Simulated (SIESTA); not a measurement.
InPd:

```
In Pd
1.0
     3.27188    0.00000    0.00000
     0.00000    3.27188    0.00000
     0.00000    0.00000    3.27188
In Pd
1 1
Direct
  0.00000 0.00000 0.00000
  0.50000 0.50000 0.50000
```

The cell comes from a database or a generator and needn't be the stable form of this composition.

Base run:

- Program: SIESTA 5.4.2
- Functional: PBE
- Potentials or basis: PseudoDojo 0.4 standard (PBE files)
- Basis: DZP (energy shift 0.003 Ry; two zetas on semicore shells)
- Grid cutoff: 800 Ry
- Energy shift: 0.003 Ry
- k mesh: 8 × 8 × 8
- Occupations: fermi-dirac, width 0.05 eV
- Spin: no spin polarisation

Its results: band gap on the k mesh none (metal or under the smearing width); pressure 4.1 GPa.

Question: The run is repeated on the same cell with these changes: functional from PBE to vdW-DF2. What comes out?

Answer: Band gap on the k mesh none (metal or under the smearing width); pressure 16.8 GPa.

Caveats: the basis of atomic orbitals isn't converged, which shifts pressures, moduli and gaps; the potentials were made for another functional, which shifts forces and pressure (some runs).
